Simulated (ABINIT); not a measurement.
# Ge (I4_1/amd) in ABINIT: further runs

One crystal, Ge, is run at these levels: PBEsol; tasks: band structure.

All numbers are computed with ABINIT 10.8.3 (patched build); they aren't measurements. Logs are shortened: lines on timing, memory, paths and dates and some standing lists are left out, and cuts for length are marked. The log counts tension as positive stress, the text compression.

### Step 1. Starting point

It takes space group I4_1/amd (No. 141, tetragonal). The conventional cell has a = 5.149 Å, b = 5.149 Å, c = 2.795 Å, α = 90.00°, β = 90.00°, γ = 90.00°. Around Ge (site symmetry -4m2) lie 6 Ge at 2.67 to 2.79 Å.

This isn't the form of Ge at room conditions, which is diamond.

### Step 2. Band structure, PBEsol

The input, run.abi:

```
# Datasets: ground state, then fixed potential
ndtset 2

# Pseudopotentials
pp_dirpath "./"
pseudos "Ge.GGA_PBE-JTH.xml"

# Structure
acell 3*1.0 Angstrom
rprim
    -2.5744897190     2.5744897190     1.3974126432
     2.5744897190    -2.5744897190     1.3974126432
     2.5744897190     2.5744897190    -1.3974126432
ntypat 1
znucl 32
natom 2
typat 1 1
xred
     0.5000000000     0.5000000000     0.0000000000
     0.2500000000     0.7500000000     0.5000000000

# Plane-wave basis
ecut 22.0
pawecutdg 44.0
pawxcdev 0

# Exchange and correlation
ixc -116133

# Bands and occupations
occopt 3
tsmear 0.00183747

# SCF cycle
nstep 100

# Output
iomode 3
prtwf 0
prteig 0
prtebands 0
enunit 1
prtden1 1

# Dataset 1
kptopt1 1
ngkpt1 9 9 9
nshiftk1 1
shiftk1 0.0 0.0 0.0
nband1 18
tolvrs1 1.0e-9

# Dataset 2: bands along G-X-M-G-Z-P-N-Z1-M
iscf2 -2
getden2 1
nband2 24
nbdbuf2 4
tolwfr2 1.0e-11
kptopt2 -8
ndivsm2 8
prteig2 1
prtvol2 -3
kptbounds2
     0.0000000000     0.0000000000     0.0000000000
     0.0000000000     0.0000000000     0.5000000000
    -0.5000000000     0.5000000000     0.5000000000
     0.0000000000     0.0000000000     0.0000000000
     0.3236558120     0.3236558120    -0.3236558120
     0.2500000000     0.2500000000     0.2500000000
     0.0000000000     0.5000000000     0.0000000000
    -0.3236558120     0.6763441880     0.3236558120
    -0.5000000000     0.5000000000     0.5000000000
```

Potentials or basis: JTH PAW PBE v2.0.

Launch:

```bash
> abinit run.abi > log 2>&1
```

run.abo:

```text
.Version 10.8.3 of ABINIT
 DATASET    1 : space group I4_1/a m d (#141); Bravais tI (body-center tetrag.)
================================================================================
 Values of the parameters that define the memory need for DATASET  1.
     intxc =       0    ionmov =       0      iscf =      17    lmnmax =      18
     lnmax =       6     mgfft =      32  mpssoang =       3    mqgrid =    3001
     natom =       2  nloc_mem =       2    nspden =       1   nspinor =       1
    nsppol =       1      nsym =      16    n1xccc =       1    ntypat =       1
    occopt =       3   xclevel =       2
       mpw =        1248          nfft =       32768          nkpt =          75
 PAW method is used; the additional fine FFT grid is defined by:
   mgfftf=        45    nfftf =     91125
================================================================================
================================================================================

 DATASET    2 : space group I4_1/a m d (#141); Bravais tI (body-center tetrag.)
================================================================================
 Values of the parameters that define the memory need for DATASET  2.
     intxc =       0    ionmov =       0      iscf =      -2    lmnmax =      18
     lnmax =       6     mgfft =      32  mpssoang =       3    mqgrid =    3001
     natom =       2  nloc_mem =       2    nspden =       1   nspinor =       1
    nsppol =       1      nsym =      16    n1xccc =       1    ntypat =       1
    occopt =       3   xclevel =       2
       mpw =        1261          nfft =       32768          nkpt =          97
 PAW method is used; the additional fine FFT grid is defined by:
   mgfftf=        45    nfftf =     91125
================================================================================
================================================================================

--------------------------------------------------------------------------------
------------- Echo of variables that govern the present computation ------------
--------------------------------------------------------------------------------
 -outvars: echo values of preprocessed input variables --------
            acell      1.8897261259E+00  1.8897261259E+00  1.8897261259E+00 Bohr
              amu      7.26100000E+01
             ecut      2.20000000E+01 Hartree
           enunit           1
           getden1          0
           getden2          1
             iscf1         17
             iscf2         -2
              ixc     -116133
           jdtset        1    2
           kptopt1          1
           kptopt2         -8
         kptrlatt        9    0    0      0    9    0      0    0    9
          kptrlen1     4.75330892E+01
          kptrlen2     3.00000000E+01
            natom           2
            nband1         18
            nband2         24
           nbdbuf1          0
           nbdbuf2          4
           ndtset           2
           ndivsm1          0
           ndivsm2          8
            ngfft          32      32      32
          ngfftdg          45      45      45
             nkpt1         75
             nkpt2         97
            nstep         100
             nsym          16
           ntypat           1
           occopt           3
        pawecutdg      4.40000000E+01 Hartree
         pawxcdev           0
        prtebands           0
           prteig1          0
           prteig2          1
           prtvol1          0
[... 247 lines left out ...]

================================================================================
 Non-SCF case, kpt    1 (  0.00000  0.00000  0.00000), residuals and eigenvalues=
  2.38E-12  2.84E-12  4.97E-12  7.00E-12  1.96E-12  4.85E-12  5.28E-12  2.86E-12
  6.76E-12  5.67E-12  8.22E-12  7.02E-12  1.56E-12  1.57E-12  2.31E-12  7.51E-12
  2.78E-12  4.20E-12  5.24E-12  2.69E-12  4.05E-10  8.16E-07  1.19E-06  2.30E-04
 -5.7367E-01 -5.7209E-01 -5.7090E-01 -5.7088E-01 -5.6697E-01 -5.6697E-01
 -5.6674E-01 -5.6674E-01 -5.6440E-01 -5.6193E-01 -1.5691E-01  1.8334E-01
  2.4659E-01  2.4659E-01  4.5318E-01  6.1167E-01  6.1167E-01  6.3246E-01
  6.3970E-01  7.5761E-01  7.9308E-01  8.3639E-01  8.7149E-01  8.7200E-01
 Non-SCF case, kpt    2 (  0.00000  0.00000  0.04545), residuals and eigenvalues=
  5.52E-12  5.95E-12  7.16E-12  3.16E-12  8.93E-12  6.51E-12  5.28E-12  8.93E-12
  3.07E-12  5.15E-12  3.86E-12  5.92E-13  4.88E-12  4.53E-12  2.44E-12  5.39E-13
[... 751 lines left out ...]
  2.88E-12  2.34E-12  3.80E-12  2.72E-12  2.43E-12  4.18E-12  5.92E-12  1.78E-12
  5.93E-12  1.56E-12  4.10E-12  4.76E-12  2.13E-12  1.69E-10  3.54E-06  7.99E-06
 -5.7229E-01 -5.7218E-01 -5.6775E-01 -5.6734E-01 -5.6717E-01 -5.6693E-01
 -5.6693E-01 -5.6691E-01 -5.6663E-01 -5.6663E-01  6.6166E-03  7.8360E-03
  1.1560E-01  1.1560E-01  5.1668E-01  5.9976E-01  7.3671E-01  7.3671E-01
  8.6781E-01  9.2732E-01  9.3653E-01  9.3653E-01  9.7498E-01  9.8505E-01
 Non-SCF case, kpt   97 ( -0.50000  0.50000  0.50000), residuals and eigenvalues=
  4.42E-12  3.00E-12  6.02E-12  5.49E-12  8.52E-12  7.36E-12  2.41E-12  5.41E-12
  2.01E-12  3.18E-12  1.10E-12  4.46E-12  1.26E-12  4.23E-12  6.06E-12  5.29E-12
  6.25E-12  7.76E-12  3.60E-12  9.29E-12  2.91E-09  9.51E-08  4.33E-06  2.33E-04
 -5.7229E-01 -5.7229E-01 -5.6757E-01 -5.6757E-01 -5.6704E-01 -5.6704E-01
 -5.6689E-01 -5.6689E-01 -5.6662E-01 -5.6662E-01  6.4230E-03  6.4333E-03
  1.1471E-01  1.1471E-01  5.5937E-01  5.5937E-01  7.3718E-01  7.3718E-01
  8.9840E-01  8.9840E-01  9.4454E-01  9.4454E-01  9.8046E-01  9.8079E-01

--- !ResultsGS
iteration_state: {dtset: 2, }
comment   : Summary of ground state results
lattice_vectors:
- [ -4.8650805,   4.8650805,   2.6407272, ]
- [  4.8650805,  -4.8650805,   2.6407272, ]
- [  4.8650805,   4.8650805,  -2.6407272, ]
lattice_lengths: [   7.36963,    7.36963,    7.36963, ]
lattice_angles: [ 97.377,  97.377, 138.005, ] # degrees, (23, 13, 12)
lattice_volume:   2.5001357E+02
convergence: {deltae:  0.000E+00, res2:  0.000E+00, residm:  9.961E-12, diffor:  0.000E+00, }
etotal    :  -1.91102453E+02
entropy   :   0.00000000E+00
fermie    :   3.33692036E-01
cartesian_stress_tensor: null
pressure_GPa: null
xred      :
- [  5.0000E-01,   5.0000E-01,  -1.7460E-18, Ge]
- [  2.5000E-01,   7.5000E-01,   5.0000E-01, Ge]
cartesian_forces: null
force_length_stats: {min: null, max: null, mean: null, }
...

 Integrated electronic density in atomic spheres:
 ------------------------------------------------
 Atom  Sphere_radius  Integrated_density
    1        2.30477         12.24349496
    2        2.30477         12.24688392

================================================================================

 ----iterations are completed or convergence reached----

 Mean square residual over all n,k,spin=   39.935E-13; max=  99.606E-13
 reduced coordinates (array xred) for    2 atoms
       0.500000000000      0.500000000000     -0.000000000000
       0.250000000000      0.750000000000      0.500000000000

 cartesian coordinates (angstrom) at end:
    1     -0.00000000000000    -0.00000000000000     1.39741264320000
    2      2.57448971900000     0.00000000000000     0.69870632160000
 length scales=  1.889726125908  1.889726125908  1.889726125908 bohr
              =  1.000000000000  1.000000000000  1.000000000000 angstroms
 Eigenvalues (   eV  ) for nkpt=  97  k points:
 kpt#   1, nband= 24, wtk=  1.00000, kpt=  0.0000  0.0000  0.0000 (reduced coord)
 -15.61027  -15.56741  -15.53507  -15.53447  -15.42797  -15.42797  -15.42174  -15.42174
 -15.35798  -15.29089   -4.26967    4.98901    6.70998    6.70998   12.33153   16.64432
  16.64432   17.21000   17.40721   20.61550   21.58084   22.75931   23.71442   23.72838
 kpt#   2, nband= 24, wtk=  1.00000, kpt=  0.0000  0.0000  0.0455 (reduced coord)
 -15.60916  -15.56764  -15.53579  -15.53352  -15.42865  -15.42739  -15.42143  -15.42132
 -15.35870  -15.29212   -4.24683    4.73407    6.73521    6.91004   12.45137   16.29942
  16.51044   17.36535   17.38341   20.78632   21.58133   22.59272   23.79667   23.93182
 kpt#   3, nband= 24, wtk=  1.00000, kpt=  0.0000  0.0000  0.0909 (reduced coord)
 -15.60548  -15.56815  -15.53770  -15.53052  -15.42993  -15.42565  -15.42045  -15.41976
 -15.36061  -15.29540   -4.17830    4.17244    6.81081    7.31292   12.80510   15.66866
  16.14756   17.31604   17.47879   21.25449   21.54150   22.27921   23.98587   24.11017
 kpt#   4, nband= 24, wtk=  1.00000, kpt=  0.0000  0.0000  0.1364 (reduced coord)
 -15.59995  -15.56903  -15.54070  -15.52558  -15.43240  -15.42308  -15.41902  -15.41765
 -15.36391  -15.30103   -4.06412    3.50541    6.93656    7.73566   13.37399   14.95783
  15.63541   17.21553   17.45848   21.42675   21.92047   21.95779   24.31396   24.63444
 kpt#   5, nband= 24, wtk=  1.00000, kpt=  0.0000  0.0000  0.1818 (reduced coord)
[... 357 lines left out ...]
 -15.42249  -15.41920    0.31744    0.42236    3.33896    3.33896   11.73200   17.75065
  19.88558   19.88558   22.69872   24.17390   24.17390   25.85912   26.16758   27.01990
 kpt#  95, nband= 24, wtk=  1.00000, kpt= -0.4647  0.5353  0.4647 (reduced coord)
 -15.56956  -15.56460  -15.45230  -15.43665  -15.43082  -15.42981  -15.42981  -15.42287
 -15.42050  -15.42050    0.22789    0.29554    3.21822    3.21822   12.88794   17.23973
  19.99909   19.99909   22.94222   24.89341   24.89341   25.80857   26.29088   26.93239
 kpt#  96, nband= 24, wtk=  1.00000, kpt= -0.4824  0.5176  0.4824 (reduced coord)
 -15.57274  -15.56979  -15.44918  -15.43816  -15.43341  -15.42692  -15.42692  -15.42645
 -15.41886  -15.41886    0.18005    0.21323    3.14556    3.14556   14.05959   16.32035
  20.04687   20.04687   23.61420   25.23357   25.48430   25.48430   26.53057   26.80460
 kpt#  97, nband= 24, wtk=  1.00000, kpt= -0.5000  0.5000  0.5000 (reduced coord)
 -15.57286  -15.57282  -15.44440  -15.44437  -15.43000  -15.42995  -15.42599  -15.42599
 -15.41840  -15.41840    0.17478    0.17506    3.12130    3.12130   15.22112   15.22124
  20.05959   20.05959   24.44678   24.44682   25.70233   25.70233   26.67980   26.68870

== END DATASET(S) ==============================================================
================================================================================

 -outvars: echo values of variables after computation  --------
            acell      1.8897261259E+00  1.8897261259E+00  1.8897261259E+00 Bohr
           etotal1    -1.9110245344E+02
            fcart1     6.1210702016E-30  1.4998648838E-30 -2.9872866498E-31
                      -6.1210702016E-30 -1.4998648838E-30  2.9872866498E-31
            rprim     -2.5744897190E+00  2.5744897190E+00  1.3974126432E+00
                       2.5744897190E+00 -2.5744897190E+00  1.3974126432E+00
                       2.5744897190E+00  2.5744897190E+00 -1.3974126432E+00
           strten1     4.7338277521E-05  4.7338277521E-05  3.0158266209E-05
                       0.0000000000E+00  0.0000000000E+00  0.0000000000E+00
           xangst     -4.4950674966E-18 -4.4950674966E-18  1.3974126432E+00
                       2.5744897190E+00  9.2089001166E-17  6.9870632160E-01
             xred      5.0000000000E-01  5.0000000000E-01 -1.7460032811E-18
                       2.5000000000E-01  7.5000000000E-01  5.0000000000E-01
 Calculation completed.
```

Run time: 1.9 min. Hardware: 1 thread of Intel Xeon Platinum 8488C (Sapphire Rapids), shared host; peak memory 0.16 GiB.

What came out:

```
Free energy                                           : -5200.1627 eV
Pressure                                              : -1.2 GPa
Band gap on the k mesh                                : none (metal or under the smearing width)
Valence electrons inside the program's atomic spheres : Ge 12.24, 12.25 (radii [1.2196] Å)
```

Stress tensor (GPa, compression positive):
```
-1.39  0.00  0.00
 0.00 -1.39  0.00
 0.00  0.00 -0.89
```

Levels at the corners of the path, in eV from the Fermi level:
```csv
point,band 10,band 11,band 12,band 13,band 14,band 15,band 16,band 17,band 18,band 19
Γ,-24.37,-13.35,-4.09,-2.37,-2.37,3.25,7.56,7.56,8.13,8.33
X,-24.46,-10.60,-10.60,0.60,0.60,1.88,1.88,7.50,7.50,11.40
M,-24.50,-8.91,-8.91,-5.96,-5.96,6.14,6.14,10.98,10.98,15.37
Γ,-24.37,-13.35,-4.09,-2.37,-2.37,3.25,7.56,7.56,8.13,8.33
Z,-24.43,-7.45,-6.49,-3.85,-3.64,-3.64,3.77,6.62,6.62,10.82
P,-24.44,-6.90,-6.90,-4.38,-4.38,4.23,4.23,4.86,4.86,8.11
N,-24.41,-8.07,-6.43,-2.66,-2.04,-1.37,2.46,3.54,5.50,8.78
Z1,-24.43,-7.45,-6.49,-3.85,-3.64,-3.64,3.77,6.62,6.62,10.82
M,-24.50,-8.91,-8.91,-5.96,-5.96,6.14,6.14,10.98,10.98,15.37
```

Caveat: the PAW data sets were made with another functional, which shifts forces and pressure a little.

### Step 3. Band structure, PBEsol, spin-orbit coupling, no magnetisation

Edit run.abi of step 2 so:

```diff
@@ -33,2 +33,7 @@
 
+# Spin
+nspinor 2
+nspden 1
+pawspnorb 1
+
 # SCF cycle
@@ -45,3 +50,3 @@
 # Dataset 1
-kptopt1 1
+kptopt1 4
 ngkpt1 9 9 9
@@ -49,3 +54,3 @@
 shiftk1 0.0 0.0 0.0
-nband1 18
+nband1 36
 tolvrs1 1.0e-9
@@ -55,4 +60,4 @@
 getden2 1
-nband2 24
-nbdbuf2 4
+nband2 48
+nbdbuf2 8
 tolwfr2 1.0e-11
```

Potentials or basis: JTH PAW PBE v2.0.

Launch:

```bash
> abinit run.abi > log 2>&1
```

Run time: 9.9 min. Hardware: 1 thread of Intel Xeon Platinum 8488C (Sapphire Rapids), shared host; peak memory 0.29 GiB.

The run converged. Its results:

* Free energy: -5200.1888 eV
* Pressure: -1.2 GPa
* Band gap on the k mesh: none (metal or under the smearing width)
* Valence electrons inside the program's atomic spheres: Ge 12.24, 12.25 (radii [1.2196] Å)

Stress tensor (GPa, compression positive):
```
-1.39  0.00  0.00
 0.00 -1.39  0.00
 0.00  0.00 -0.92
```

Levels at the corners of the path, in eV from the Fermi level:
| point | band 26 | band 27 | band 28 | band 29 | band 30 | band 31 |
| --- | --- | --- | --- | --- | --- | --- |
| Γ | -2.45 | -2.29 | -2.29 | 3.25 | 3.25 | 7.38 |
| X | 0.59 | 0.59 | 0.59 | 1.89 | 1.89 | 1.89 |
| M | -5.96 | -5.96 | -5.96 | 6.14 | 6.14 | 6.14 |
| Γ | -2.45 | -2.29 | -2.29 | 3.25 | 3.25 | 7.38 |
| Z | -3.86 | -3.65 | -3.65 | -3.62 | -3.62 | 3.77 |
| P | -4.39 | -4.37 | -4.37 | 4.15 | 4.15 | 4.30 |
| N | -2.66 | -2.05 | -2.05 | -1.37 | -1.37 | 2.46 |
| Z1 | -3.86 | -3.65 | -3.65 | -3.62 | -3.62 | 3.77 |
| M | -5.96 | -5.96 | -5.96 | 6.14 | 6.14 | 6.14 |

Caveat: the PAW data sets were made with another functional, which shifts forces and pressure a little.
